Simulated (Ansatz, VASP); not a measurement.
# Two plane-wave programs on GaN

```
Ga N
1.0
     0.00000    2.25350    2.14083
     2.25350    0.00000    2.14083
     2.25350    2.25350    0.00000
Ga N
1 1
Direct
  0.00000 0.00000 0.00000
  0.75000 0.75000 0.75000
```

Change from the starting cell: strain -0.0500 x Voigt [0, 0, 1, 0, 0, 0], atoms carried along.

Alike in both runs: task single point; functional PBE; k mesh 10 × 10 × 10; occupations gaussian, width 0.05 eV; no spin polarisation.

|  | VASP | Ansatz |
| --- | --- | --- |
| version | VASP 6.6.1 | Ansatz 0.2.0 |
| potentials or method | VASP PAW PBE potentials, release 64 (Ga_d, N) | scalar-relativistic, plane waves, PAW |
| plane-wave cutoff (eV) | 520 | 420 |
| valence electrons in the cell | 18 | 18 |

```tsv
	VASP	Ansatz	Ansatz less VASP
gap on the k mesh at the Fermi level (eV)	1.90	1.89	-0.011
least direct gap on the mesh (eV)	1.90	1.89	-0.011
pressure (GPa)	15.9	15.9	+0.01
largest component of the traceless stress (GPa)	3.41	3.39	-0.022
```

Caveats: so large a pressure means that the cell lies far from this level's equilibrium, or that cutoff or potentials fall short (VASP).
